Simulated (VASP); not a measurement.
# In in VASP: a series of runs

The runs below take In through single point, with PBE.

All numbers are computed with VASP 6.6.1; they aren't measurements. Logs are shortened: lines on timing, memory, paths and dates and some standing lists are left out, and cuts for length are marked.

### Step 1. The structure

The cell holds a slab with vacuum, 3 atoms: a = 3.335 Å, b = 3.335 Å, c = 15.509 Å, α = 90.00°, β = 90.00°, γ = 120.00°.

The slab is cut from a database's or a generator's crystal, which needn't be the stable form of the element.

### Step 2. Single point, PBE

Input file INCAR:

```
SYSTEM = In
PREC     = Accurate       ! precision mode
ENCUT    = 460            ! plane-wave cutoff, eV
EDIFF    = 1E-7           ! SCF threshold, eV
ISMEAR   = 1              ! smearing method
SIGMA    = 0.1            ! smearing width, eV
LREAL    = .FALSE.        ! projectors in reciprocal space
LASPH    = .TRUE.         ! aspherical terms in the spheres
NELM     = 120            ! most SCF steps
ALGO     = Normal         ! electronic algorithm
ISIF     = 2              ! what is computed and relaxed
LWAVE    = .FALSE.        ! write WAVECAR
LCHARG   = .FALSE.        ! write CHGCAR
LDIPOL   = .TRUE.       
IDIPOL   = 3            
DIPOL    = 0.5 0.5 0.500
GGA      = PE             ! functional
NBANDS   = 30             ! bands
LVHAR    = .TRUE.       
LVACPOTAV= .TRUE.
```

Input file KPOINTS:

```
regular mesh
0
G
  14 14 1
  0 0 0
```

Input file POSCAR:

```
In
1.0
    3.3354847820      0.0000000000      0.0000000000
   -1.6677423910      2.8886145552      0.0000000000
    0.0000000000      0.0000000000     15.5091429200
In
3
Direct
    0.3333333300      0.6666666600      0.3223904780
    0.6666666700      0.3333333400      0.5000000000
    0.3333333300      0.6666666600      0.6776095220
```

Potentials or basis: VASP PAW PBE potentials, release 64 (In_d).

On the command line:

```
cat potpaw_PBE.64/In_d/POTCAR > POTCAR
mpirun -np 1 vasp_std > vasp.out
```

OUTCAR:

```text
SYSTEM = In
   PREC = Accurate
   ENCUT = 460
   EDIFF = 1E-7
   ISMEAR = 1
   LREAL = .FALSE.
   LASPH = .TRUE.
   NELM = 120
   ISIF = 2
   GGA = PE

 Found     24 irreducible k-points:

 Following reciprocal coordinates:
            Coordinates               Weight
  0.000000  0.000000  0.000000      1.000000
  0.071429  0.000000  0.000000      6.000000
  0.142857 -0.000000  0.000000      6.000000
  0.214286  0.000000  0.000000      6.000000
  0.285714 -0.000000  0.000000      6.000000
  0.357143 -0.000000  0.000000      6.000000
   k-points           NKPTS =     24   k-points in BZ     NKDIM =     24   number of bands    NBANDS=     30
   number of dos      NEDOS =    301   number of ions     NIONS =      3
   total plane-waves  NPLWV =  62208
   dimension x,y,z NGX =    24 NGY =   24 NGZ =  108
   dimension x,y,z NGXF=    48 NGYF=   48 NGZF=  216
   ions per type =               3
   NGX,Y,Z   is equivalent  to a cutoff of  11.96, 11.96, 11.58 a.u.
   NGXF,Y,Z  is equivalent  to a cutoff of  23.92, 23.92, 23.15 a.u.
 SYSTEM =  In
   PREC   = accura    normal or accurate (medium, high low for compatibility)
   ISTART =      0    job   : 0-new  1-cont  2-samecut
   ICHARG =      2    charge: 1-file 2-atom 10-const
   ISPIN  =      1    spin polarized calculation?
   LNONCOLLINEAR =      F non collinear calculations
   LSORBIT =      F    spin-orbit coupling
   LASPH  =      T    aspherical Exc in radial PAW
   ENCUT  =  460.0 eV  33.81 Ry    5.81 a.u.   5.83  5.83 27.12*2*pi/ulx,y,z
   NELM   =    120;   NELMIN=  2; NELMDL= -5     # of ELM steps
   EDIFF  = 0.1E-06   stopping-criterion for ELM
   LREAL  =      F    real-space projection
   EDIFFG = 0.1E-05   stopping-criterion for IOM
   NSW    =      0    number of steps for IOM
   IBRION =     -1    ionic relax: 0-MD 1-quasi-New 2-CG
   NFREE  =      0    steps in history (QN), initial steepest desc. (CG)
   ISIF   =      2    stress and relaxation
   ISYM   =      2    0-nonsym 1-usesym 2-fastsym
   POTIM  = 0.5000    time-step for ionic-motion
   TEBEG  =    0.0;   TEEND  =   0.0 temperature during run
   PSTRESS=    0.0 pullay stress
   NELECT =      39.0000    total number of electrons
   NUPDOWN=      -1.0000    fix difference up-down
   EMIN   =  10.00;   EMAX   =-10.00  energy-range for DOS
   EFERMI =   0.00;   METHOD = LEGACY
   ISMEAR =     1;   SIGMA  =   0.10  broadening in eV -4-tet -1-fermi 0-gaus
   EFERMI_NEDOS =   21; number of points for ismear=-14 and -15
   IALGO  =     38    algorithm
   IMIX   =      4    mixing-type and parameters
     AMIX     =   0.40;   BMIX     =  1.00
     AMIX_MAG =   1.60;   BMIX_MAG =  1.00
  volume/ion in A,a.u.               =      49.81       336.13
  Fermi-wavevector in a.u.,A,eV,Ry     =   1.046207  1.977044 14.892242  1.094549
  Thomas-Fermi vector in A             =   2.181035
   LORBIT       =      0    0 simple, 1 ext, 2 COOP (PROOUT), +10 PAW based schemes
   GGA     = PE    functional components
   LHFCALC =     F    Hartree Fock is set to
   AEXX    =    0.0000 exact exchange contribution
   IVDW    =     0    specifies the selected vdW correction
   LEPSILON=     F    determine dielectric tensor
   LRPA    =     F    only Hartree local field effects (RPA)
 non-spin polarized calculation
 Methfessel and Paxton  Order N= 1 SIGMA  =   0.10
  energy-cutoff  :      460.00
  volume of cell :      149.43
 maximum number of plane-waves:      3370
 NGX is ok and might be reduce to    24
   NGX = 11   NGY = 11   NGZ = 55

 dipolmoment           0.000000      0.000000     -0.000000 electrons x Angstroem

 number of electron      38.9999984 magnetization

 dipolmoment           0.000000      0.000000      0.000000 electrons x Angstroem

 Free energy of the ion-electron system (eV)
  ---------------------------------------------------
  ext. energy  EPLUGINS =         0.00000000
  ---------------------------------------------------
  free energy    TOTEN  =        -7.35008921 eV

  energy without entropy =       -7.35159922  energy(sigma->0) =       -7.35059255

 E-fermi :   2.2154     XC(G=0):  -6.3329

 val. band max:        2.1144946512   @ k =   0.4286   0.0714   0.0000
 cond. band min:       2.2683334672   @ k =   0.3571   0.2857   0.0000
 fundamental gap:      0.1538388160
 Fermi energy:         2.2153677972

 k-point     1 :       0.0000    0.0000    0.0000
  band No.  band energies     occupation
      1     -12.5159      2.00000
      2     -12.5002      2.00000
      3     -12.4712      2.00000
      4     -12.4416      2.00000
      5     -12.4416      2.00000
      6     -12.4300      2.00000
[... 22 lines left out ...]
     29      12.3748      0.00000
     30      12.3748      0.00000

 k-point     2 :       0.0714    0.0000    0.0000
  band No.  band energies     occupation
      1     -12.5095      2.00000
      2     -12.4936      2.00000
      3     -12.4681      2.00000
      4     -12.4416      2.00000
      5     -12.4325      2.00000
      6     -12.4281      2.00000
[... 22 lines left out ...]
     29      11.6910      0.00000
     30      12.5142      0.00000

 k-point     3 :       0.1429   -0.0000    0.0000
  band No.  band energies     occupation
      1     -12.5100      2.00000
      2     -12.4867      2.00000
      3     -12.4567      2.00000
      4     -12.4410      2.00000
      5     -12.4315      2.00000
      6     -12.3982      2.00000
[... 22 lines left out ...]
     29      10.6376      0.00000
     30      11.8303      0.00000

 k-point     4 :       0.2143    0.0000    0.0000
  band No.  band energies     occupation
      1     -12.5344      2.00000
      2     -12.4996      2.00000
      3     -12.4578      2.00000
      4     -12.4283      2.00000
      5     -12.4265      2.00000
      6     -12.3709      2.00000
[... 22 lines left out ...]
     29      10.4911      0.00000
     30      11.1039      0.00000

 k-point     5 :       0.2857   -0.0000    0.0000
  band No.  band energies     occupation
      1     -12.5661      2.00000
      2     -12.5223      2.00000
      3     -12.4765      2.00000
      4     -12.4497      2.00000
      5     -12.4293      2.00000
      6     -12.3744      2.00000
[... 22 lines left out ...]
     29      10.4918      0.00000
     30      10.7018      0.00000

 k-point     6 :       0.3571   -0.0000    0.0000
  band No.  band energies     occupation
      1     -12.5949      2.00000
      2     -12.5434      2.00000
      3     -12.4945      2.00000
      4     -12.4866      2.00000
      5     -12.4533      2.00000
      6     -12.3866      2.00000
[... 22 lines left out ...]
     29      10.1342      0.00000
     30      10.1527      0.00000

 [... further k-points ...]

------------------------ aborting loop because EDIFF is reached ----------------------------------------

  FORCE on cell =-STRESS in cart. coord.  units (eV):
  Direction    XX          YY          ZZ          XY          YZ          ZX
  --------------------------------------------------------------------------------------
  -------------------------------------------------------------------------------------
  Total       -0.5968479     -0.5968479      0.5741287      0.0000000     -0.0000000     -0.0000000
  in kB       -6.3993796     -6.3993796      6.1557861      0.0000000     -0.0000000     -0.0000000
  external PRESSURE =      -2.2143244 kB  Pullay stress =       0.0000000 kB

 VOLUME and BASIS-vectors are now :
 -----------------------------------------------------------------------------
  energy-cutoff  :      460.00
  volume of cell :      149.43
      direct lattice vectors                 reciprocal lattice vectors
     3.335484782  0.000000000  0.000000000     0.299806495  0.173093360  0.000000000
    -1.667742391  2.888614555  0.000000000     0.000000000  0.346186721  0.000000000
     0.000000000  0.000000000 15.509142920     0.000000000  0.000000000  0.064478096

 POSITION                                       TOTAL-FORCE (eV/Angst)
 -----------------------------------------------------------------------------------
      0.00000      1.92574      5.00000        -0.000000      0.000000     -0.101774
      1.66774      0.96287      7.75457         0.000000      0.000000      0.000000
      0.00000      1.92574     10.50914        -0.000000     -0.000000      0.101774
 -----------------------------------------------------------------------------------
    total drift:                               -0.000000      0.000008      0.000000

  FREE ENERGIE OF THE ION-ELECTRON SYSTEM (eV)
  ---------------------------------------------------
  free  energy   TOTEN  =        -7.3500892138 eV

  energy  without entropy=       -7.3515992188  energy(sigma->0) =       -7.35059255

 vacuum level on the upper side and lower side of the slab         6.001         6.001
```

It took 72 s on 1 thread of Intel Xeon Platinum 8375C at 2.90GHz (Ice Lake), shared host; peak memory 0.26 GiB.

The run converged, but some of its settings lie outside the range that counts as converged, so its numbers aren't taken as properties of the slab.

Results:

- Free energy: -7.3501 eV
- Largest force: 0.102 eV/Å
- Band gap on the k mesh: none (metal or under the smearing width)
- Work function of the upper face: 3.79 eV
- Work function of the lower face: 3.79 eV

### Step 3. Single point, PBE

This run uses another cell than the first one, of 56.23 Å³/atom, 1.129 times its volume.

INCAR is that of step 2.

KPOINTS is that of step 2.

Input file POSCAR:

```
In
1.0
    3.3354847820      0.0000000000      0.0000000000
   -1.6677423910      2.8886145552      0.0000000000
    0.0000000000      0.0000000000     17.5091429200
In
3
Direct
    0.3333333300      0.6666666600      0.3426781098
    0.6666666700      0.3333333400      0.5000000000
    0.3333333300      0.6666666600      0.6573218902
```

Potentials or basis: VASP PAW PBE potentials, release 64 (In_d).

On the command line:

```
cat potpaw_PBE.64/In_d/POTCAR > POTCAR
mpirun -np 1 vasp_std > vasp.out
```

Wall time 93 s (1 thread of Intel Xeon Platinum 8375C at 2.90GHz (Ice Lake), shared host); peak memory 0.26 GiB.

These settings aren't checked as converged: the numbers below hold their error.

Results:

```yaml
Free_energy: -7.3513 eV
Largest_force: 0.102 eV/Å
Band_gap_on_the_k_mesh: none (metal or under the smearing width)
Work_function_of_the_upper_face: 3.80 eV
Work_function_of_the_lower_face: 3.80 eV
```

### Step 4. Single point, PBE

This run uses another cell than the first one, of 56.23 Å³/atom, 1.129 times its volume.

INCAR: that of step 3 with these lines changed.

```diff
@@ -3,3 +3,3 @@
 ENCUT    = 460            ! plane-wave cutoff, eV
-EDIFF    = 1E-7           ! SCF threshold, eV
+EDIFF    = 0.001          ! SCF threshold, eV
 ISMEAR   = 1              ! smearing method
```

KPOINTS is that of step 3.

POSCAR is that of step 3.

Potentials or basis: VASP PAW PBE potentials, release 64 (In_d).

On the command line:

```
cat potpaw_PBE.64/In_d/POTCAR > POTCAR
mpirun -np 1 vasp_std > vasp.out
```

OUTCAR:

```text
SYSTEM = In
   PREC = Accurate
   ENCUT = 460
   EDIFF = 0.001
   ISMEAR = 1
   LREAL = .FALSE.
   LASPH = .TRUE.
   NELM = 120
   ISIF = 2
   GGA = PE

 Found     24 irreducible k-points:

 Following reciprocal coordinates:
            Coordinates               Weight
  0.000000  0.000000  0.000000      1.000000
  0.071429  0.000000  0.000000      6.000000
  0.142857  0.000000  0.000000      6.000000
  0.214286  0.000000  0.000000      6.000000
  0.285714  0.000000  0.000000      6.000000
  0.357143  0.000000  0.000000      6.000000
   k-points           NKPTS =     24   k-points in BZ     NKDIM =     24   number of bands    NBANDS=     30
   number of dos      NEDOS =    301   number of ions     NIONS =      3
   total plane-waves  NPLWV =  72576
   dimension x,y,z NGX =    24 NGY =   24 NGZ =  126
   dimension x,y,z NGXF=    48 NGYF=   48 NGZF=  252
   ions per type =               3
   NGX,Y,Z   is equivalent  to a cutoff of  11.96, 11.96, 11.96 a.u.
   NGXF,Y,Z  is equivalent  to a cutoff of  23.92, 23.92, 23.93 a.u.
 SYSTEM =  In
   PREC   = accura    normal or accurate (medium, high low for compatibility)
   ISTART =      0    job   : 0-new  1-cont  2-samecut
   ICHARG =      2    charge: 1-file 2-atom 10-const
   ISPIN  =      1    spin polarized calculation?
   LNONCOLLINEAR =      F non collinear calculations
   LSORBIT =      F    spin-orbit coupling
   LASPH  =      T    aspherical Exc in radial PAW
   ENCUT  =  460.0 eV  33.81 Ry    5.81 a.u.   5.83  5.83 30.62*2*pi/ulx,y,z
   NELM   =    120;   NELMIN=  2; NELMDL= -5     # of ELM steps
   EDIFF  = 0.1E-02   stopping-criterion for ELM
   LREAL  =      F    real-space projection
   EDIFFG = 0.1E-01   stopping-criterion for IOM
   NSW    =      0    number of steps for IOM
   IBRION =     -1    ionic relax: 0-MD 1-quasi-New 2-CG
   NFREE  =      0    steps in history (QN), initial steepest desc. (CG)
   ISIF   =      2    stress and relaxation
   ISYM   =      2    0-nonsym 1-usesym 2-fastsym
   POTIM  = 0.5000    time-step for ionic-motion
   TEBEG  =    0.0;   TEEND  =   0.0 temperature during run
   PSTRESS=    0.0 pullay stress
   NELECT =      39.0000    total number of electrons
   NUPDOWN=      -1.0000    fix difference up-down
   EMIN   =  10.00;   EMAX   =-10.00  energy-range for DOS
   EFERMI =   0.00;   METHOD = LEGACY
   ISMEAR =     1;   SIGMA  =   0.10  broadening in eV -4-tet -1-fermi 0-gaus
   EFERMI_NEDOS =   21; number of points for ismear=-14 and -15
   IALGO  =     38    algorithm
   IMIX   =      4    mixing-type and parameters
     AMIX     =   0.40;   BMIX     =  1.00
     AMIX_MAG =   1.60;   BMIX_MAG =  1.00
  volume/ion in A,a.u.               =      56.23       379.48
  Fermi-wavevector in a.u.,A,eV,Ry     =   1.004751  1.898705 13.735422  1.009525
  Thomas-Fermi vector in A             =   2.137387
   LORBIT       =      0    0 simple, 1 ext, 2 COOP (PROOUT), +10 PAW based schemes
   GGA     = PE    functional components
   LHFCALC =     F    Hartree Fock is set to
   AEXX    =    0.0000 exact exchange contribution
   IVDW    =     0    specifies the selected vdW correction
   LEPSILON=     F    determine dielectric tensor
   LRPA    =     F    only Hartree local field effects (RPA)
 non-spin polarized calculation
 Methfessel and Paxton  Order N= 1 SIGMA  =   0.10
  energy-cutoff  :      460.00
  volume of cell :      168.70
 maximum number of plane-waves:      3806
 NGX is ok and might be reduce to    24
   NGX = 11   NGY = 11   NGZ = 61

 dipolmoment           0.000000      0.000000      0.000000 electrons x Angstroem

 number of electron      38.9999985 magnetization

 dipolmoment           0.000000      0.000000     -0.000000 electrons x Angstroem

 Free energy of the ion-electron system (eV)
  ---------------------------------------------------
  ext. energy  EPLUGINS =         0.00000000
  ---------------------------------------------------
  free energy    TOTEN  =        -7.35075367 eV

  energy without entropy =       -7.35229970  energy(sigma->0) =       -7.35126901

 E-fermi :   1.4550     XC(G=0):  -5.7954

 val. band max:        1.3541858131   @ k =   0.4286   0.0714   0.0000
 cond. band min:       1.5088698120   @ k =   0.3571   0.2857   0.0000
 fundamental gap:      0.1546839989
 Fermi energy:         1.4549979925

 k-point     1 :       0.0000    0.0000    0.0000
  band No.  band energies     occupation
      1     -13.2776      2.00000
      2     -13.2630      2.00000
      3     -13.2301      2.00000
      4     -13.2003      2.00000
      5     -13.2003      2.00000
      6     -13.1918      2.00000
[... 22 lines left out ...]
     29      11.0825      0.00000
     30      11.6136      0.00000

 k-point     2 :       0.0714    0.0000    0.0000
  band No.  band energies     occupation
      1     -13.2710      2.00000
      2     -13.2564      2.00000
      3     -13.2273      2.00000
      4     -13.2005      2.00000
      5     -13.1942      2.00000
      6     -13.1869      2.00000
[... 22 lines left out ...]
     29      10.9178      0.00000
     30      11.0397      0.00000

 k-point     3 :       0.1429    0.0000    0.0000
  band No.  band energies     occupation
      1     -13.2706      2.00000
      2     -13.2491      2.00000
      3     -13.2169      2.00000
      4     -13.2009      2.00000
      5     -13.1934      2.00000
      6     -13.1590      2.00000
[... 22 lines left out ...]
     29       9.8755      0.00000
     30      11.0628      0.00000

 k-point     4 :       0.2143    0.0000    0.0000
  band No.  band energies     occupation
      1     -13.2945      2.00000
      2     -13.2616      2.00000
      3     -13.2184      2.00000
      4     -13.1884      2.00000
      5     -13.1878      2.00000
      6     -13.1327      2.00000
[... 22 lines left out ...]
     29       9.0288      0.00000
     30      10.3074      0.00000

 k-point     5 :       0.2857    0.0000    0.0000
  band No.  band energies     occupation
      1     -13.3262      2.00000
      2     -13.2841      2.00000
      3     -13.2372      2.00000
      4     -13.2104      2.00000
      5     -13.1900      2.00000
      6     -13.1349      2.00000
[... 22 lines left out ...]
     29       8.7981      0.00000
     30       9.8191      0.00000

 k-point     6 :       0.3571    0.0000    0.0000
  band No.  band energies     occupation
      1     -13.3550      2.00000
      2     -13.3052      2.00000
      3     -13.2551      2.00000
      4     -13.2472      2.00000
      5     -13.2145      2.00000
      6     -13.1471      2.00000
[... 22 lines left out ...]
     29       9.1879      0.00000
     30       9.3735      0.00000

 [... further k-points ...]

------------------------ aborting loop because EDIFF is reached ----------------------------------------

  FORCE on cell =-STRESS in cart. coord.  units (eV):
  Direction    XX          YY          ZZ          XY          YZ          ZX
  --------------------------------------------------------------------------------------
  -------------------------------------------------------------------------------------
  Total       -0.8184934     -0.8184934      0.5109471      0.0000000      0.0000000      0.0000000
  in kB       -7.7734230     -7.7734230      4.8525842      0.0000000      0.0000000      0.0000000
  external PRESSURE =      -3.5647539 kB  Pullay stress =       0.0000000 kB

 VOLUME and BASIS-vectors are now :
 -----------------------------------------------------------------------------
  energy-cutoff  :      460.00
  volume of cell :      168.70
      direct lattice vectors                 reciprocal lattice vectors
     3.335484782  0.000000000  0.000000000     0.299806495  0.173093360  0.000000000
    -1.667742391  2.888614555  0.000000000     0.000000000  0.346186721  0.000000000
     0.000000000  0.000000000 17.509142920     0.000000000  0.000000000  0.057113018

 POSITION                                       TOTAL-FORCE (eV/Angst)
 -----------------------------------------------------------------------------------
      0.00000      1.92574      6.00000        -0.000000      0.000000     -0.096608
      1.66774      0.96287      8.75457         0.000000      0.000000      0.000000
      0.00000      1.92574     11.50914        -0.000000     -0.000000      0.096608
 -----------------------------------------------------------------------------------
    total drift:                                0.000000      0.000008      0.000000

  FREE ENERGIE OF THE ION-ELECTRON SYSTEM (eV)
  ---------------------------------------------------
  free  energy   TOTEN  =        -7.3507536709 eV

  energy  without entropy=       -7.3522996997  energy(sigma->0) =       -7.35126901
```

Run time: 50 s. Hardware: 1 thread of Intel Xeon Platinum 8375C at 2.90GHz (Ice Lake), shared host; peak memory 0.26 GiB.

These settings aren't checked as converged: the numbers below hold their error.

Results:

```yaml
Free_energy: -7.3508 eV
Largest_force: 0.097 eV/Å
Band_gap_on_the_k_mesh: none (metal or under the smearing width)
```
